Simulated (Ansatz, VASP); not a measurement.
## Ru: VASP beside Ansatz

```
Ru
1.0
     0.00000    2.72687    2.72687
     2.72687    0.00000    2.72687
     2.72687    2.72687    0.00000
Ru
2
Direct
  0.50000 0.50000 0.50000
  0.75000 0.75000 0.75000
```

Alike in both runs: functional PBE; k mesh 6 × 6 × 6; occupations gaussian, width 0.1 eV; no spin polarisation.

Ansatz relaxed the structure, and its values are those at the end. VASP's run is a single point on that final structure, the one shown.

|  | VASP | Ansatz |
| --- | --- | --- |
| version | VASP 6.6.1 | Ansatz 0.2.0 |
| potentials or method | VASP PAW PBE potentials, release 64 (Ru_pv) | scalar-relativistic, plane waves, PAW |
| plane-wave cutoff (eV) | 520 | 420 |
| valence electrons in the cell | 28 | 32 |

|  | VASP | Ansatz | Ansatz less VASP |
| --- | --- | --- | --- |
| gap on the k mesh at the Fermi level (eV) | none | none | - |
| pressure (GPa) | 0.3 | 0.1 | -0.21 |

A gap of «none» marks a metal or a gap that the smearing closes. The two sets of potentials don't hold the same shells in valence.
